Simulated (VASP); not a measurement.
```xyz
2
Lattice="0.0000 2.9850 2.9850 2.9850 0.0000 2.9850 2.9850 2.9850 0.0000" Properties=species:S:1:pos:R:3 pbc="T T T"
Na     0.0000     0.0000     0.0000
Br     2.9850     2.9850     2.9850
```

Computed with PBE GGA, VASP's PBE PAW potentials (set 64) (plane waves; VASP). Numerical set-up: 520 eV cut-off, 7×7×7 Γ-centred mesh, Gaussian smearing of 0.050 eV, potentials Na_pv Br.

Energy and stress use the plane-wave basis of the starting cell.

The ions, cell shape and volume are relaxed. Give the cell that the relaxation ends in.

```xyz
2
Lattice="0.0000 3.0187 3.0187 3.0187 0.0000 3.0187 3.0187 3.0187 0.0000" Properties=species:S:1:pos:R:3 pbc="T T T"
Na     0.0000     0.0000     0.0000
Br     3.0187     3.0187     3.0187
```
Space group Fm-3m (225), at a tolerance of 0.03 Å.

How do energy and volume change from the first to the last step?

The energy (σ→0) changes by -1.9 meV/atom and the volume by +3.4 %, in 4 ionic steps.

```tsv
step	E(σ→0) (eV)	max force (eV/Å)	pressure (GPa)	volume (Å³)
1	-6.1165	0.000	0.71	53.19
2	-6.1194	0.000	0.32	54.11
3	-6.1195	0.000	-0.26	55.79
4	-6.1202	0.000	-0.01	55.02
```

The compound is NaBr in the rock salt structure. This run relaxes it. Symmetry was kept, so distortions that lower it aren't found.
